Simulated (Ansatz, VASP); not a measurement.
## MgO: VASP beside Ansatz

File INCAR:

```
SYSTEM = MgO
PREC     = Accurate       ! precision mode
ENCUT    = 520            ! plane-wave cutoff, eV
EDIFF    = 1E-6           ! SCF threshold, eV
ISMEAR   = 0              ! smearing method
SIGMA    = 0.05           ! smearing width, eV
LREAL    = .False.        ! projectors in reciprocal space
LASPH    = .True.         ! aspherical terms in the spheres
NELM     = 100            ! most SCF steps
ALGO     = Fast           ! electronic algorithm
ISIF     = 2              ! what is computed and relaxed
LWAVE    = .False.        ! write WAVECAR
LCHARG   = .False.        ! write CHGCAR
GGA      = PE             ! functional
NBANDS   = 16             ! bands
```

The input KPOINTS:

```
regular mesh
0
Gamma
  6 6 6
  0 0 0
```

The input POSCAR:

```
MgO
1.0
    3.4863778627      0.0000000000      0.0000000000
   -1.7431889314      3.0192917963      0.0000000000
    0.0000000000      0.0000000000      4.1780412200
Mg O
2 2
Direct
    0.6666666667      0.3333333333      0.7500000000
    0.3333333333      0.6666666667      0.2500000000
    0.6666666667      0.3333333333      0.1961470129
    0.3333333333      0.6666666667      0.7500000000
```

Input for Ansatz:

```yaml
crystal:
  lattice:
    - [3.4863778627, 0.0, 0.0]
    - [-1.7431889314, 3.0192917963, 0.0]
    - [0.0, 0.0, 4.17804122]
  atoms:
    - { symbol: Mg, position: [0.6666666667, 0.3333333333, 0.75] }
    - { symbol: Mg, position: [0.3333333333, 0.6666666667, 0.25] }
    - { symbol: O, position: [0.6666666667, 0.3333333333, 0.1961470129] }
    - { symbol: O, position: [0.3333333333, 0.6666666667, 0.75] }
basis:
  ecutwfc: 420
kpoints:
  mp_grid: { grid: [6, 6, 6] }
hamiltonian:
  xc: pbe
scf:
  occupations: { method: gaussian, width: 0.05 }
output:
  forces: true
  stress: true
  eigenvalues: true
```

Alike in both runs: task single point; functional PBE; k mesh 6 × 6 × 6; occupations gaussian, width 0.05 eV; no spin polarisation.

```csv
,VASP,Ansatz
version,VASP 6.6.1,Ansatz 0.2.0
potentials or method,"VASP PAW PBE potentials, release 64 (Mg, O)","scalar-relativistic, plane waves, PAW"
plane-wave cutoff (eV),520,420
valence electrons in the cell,16,32
```

VASP gave:

* gap on the k mesh at the Fermi level (eV): 3.44
* least direct gap on the mesh (eV): 3.44
* pressure (GPa): 6.7
* largest component of the traceless stress (GPa): 5.96
* rms of the force components (eV/Å): 1.056

**Question.** Which values does Ansatz return?

**Answer.** gap on the k mesh at the Fermi level (eV): 3.46; least direct gap on the mesh (eV): 3.46; pressure (GPa): 7.2; largest component of the traceless stress (GPa): 5.98; rms of the force components (eV/Å): 1.043.

Atom by atom the forces differ by 0.013 eV/Å (rms over components). The two sets of potentials don't hold the same shells in valence.

Caveats: forces of over 1 eV/Å show positions far from the minimum, so gaps and moduli don't describe the material at rest.
